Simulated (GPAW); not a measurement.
Runs of GPAW 26.7.0 on GaP. Symmetry: F-43m, No. 216, cubic system. The conventional cell has a = 5.450 Å, b = 5.450 Å, c = 5.450 Å, α = 90.00°, β = 90.00°, γ = 90.00°. Ga (site symmetry -43m) is surrounded by 4 P at 2.36 Å. P (site symmetry -43m) is surrounded by 4 Ga at 2.36 Å. 

```csv
task,level,potentials or basis,spin,k mesh,cutoff (eV),maxiter,band path,band points,spin axis theta (degrees),spin axis phi (degrees),other keys,mesh quality,gap on the mesh (eV),pressure (GPa),V0 of scaled cells (Å³/atom),B0 (GPa)
band structure,SOGGA,"PAW data sets generated in the run's folder for this functional, pw","SOC, no magnetisation",8 × 8 × 8,600,150,"GXWKGLUWLK,UX",80,0,0,-,not flagged,1.49,1.4,-,-
equation of state,PBE,"GPAW PAW data sets (gpaw-data 1.2.1), pw",off,8 × 8 × 8,600,150,-,-,-,-,-,not flagged,-,-,21.30,(b)
band structure,WC,"PAW data sets generated in the run's folder for this functional, pw","SOC, no magnetisation",8 × 8 × 8,600,150,"GXWKGLUWLK,UX",60,90,45,-,not flagged,1.49,1.5,-,-
equation of state,RPBE+D4,"the program's PAW data sets (release 1.2.1) made for this functional, pw",off,8 × 8 × 8,600,150,-,-,-,-,-,not flagged,-,-,(a),90
```

Alike in all rows: cell as given; smearing fermi-dirac 0.05 eV.

Q: Fill in the values left out.

A: (a) 20.19; (b) 79.

Caveats: the data sets keep Ga 3d, Li 1s and Be 1s frozen, and some such compounds lay over 1.5 % in volume off other programs; spin-orbit coupling was added after a scalar SCF, so levels and gaps hold it while energy, forces, pressure and moments don't (some runs); this program's spin-orbit splittings come out too wide for heavy elements (some runs).

A k mesh can miss the band edges, and rows without SOC leave out spin-orbit coupling on Ga.
